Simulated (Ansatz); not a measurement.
Ge: equation of state with PBE

Crystal: Ge.

```
Ge
1.0
     3.99759    0.00000    0.00000
    -1.99879    3.46201    0.00000
     0.00000    0.00000    6.59938
Ge
4
Direct
  0.33333 0.66667 0.93710
  0.66667 0.33333 0.43710
  0.33333 0.66667 0.56290
  0.66667 0.33333 0.06290
```

This isn't the form of Ge at room conditions, which is diamond.

| Quantity | Value |
| --- | --- |
| Program | Ansatz 0.2.0 |
| Task | equation of state |
| Functional | PBE |
| Potentials or basis | Ansatz PAW |
| Cutoff | 420 eV |
| Density cutoff | 1680 eV |
| k mesh | 8 × 8 × 4 |
| Occupations | fermi-dirac, width 0.05 eV |
| Spin | no spin polarisation |

* Equilibrium volume: 23.89 Å³/atom
* Bulk modulus at fixed shape and positions: 58 GPa
* Pressure derivative of the bulk modulus: 4.7 (rough: it moves with the points fitted)

Energy against volume, from the lowest point:
| volume (Å³/atom) | energy (meV/atom) |
| --- | --- |
| 21.463 | 54.77 |
| 21.920 | 34.57 |
| 22.377 | 19.56 |
| 22.833 | 9.11 |
| 23.290 | 2.70 |
| 23.747 | 0.00 |
| 24.203 | 0.64 |

All runs of the series together: 17 s on 2 threads of Arm Neoverse V2, with other jobs on the host.

Caveat: the cell was scaled at fixed shape and fractional positions, which overstates the stiffness of a crystal with free parameters, most of all of layers and chains.
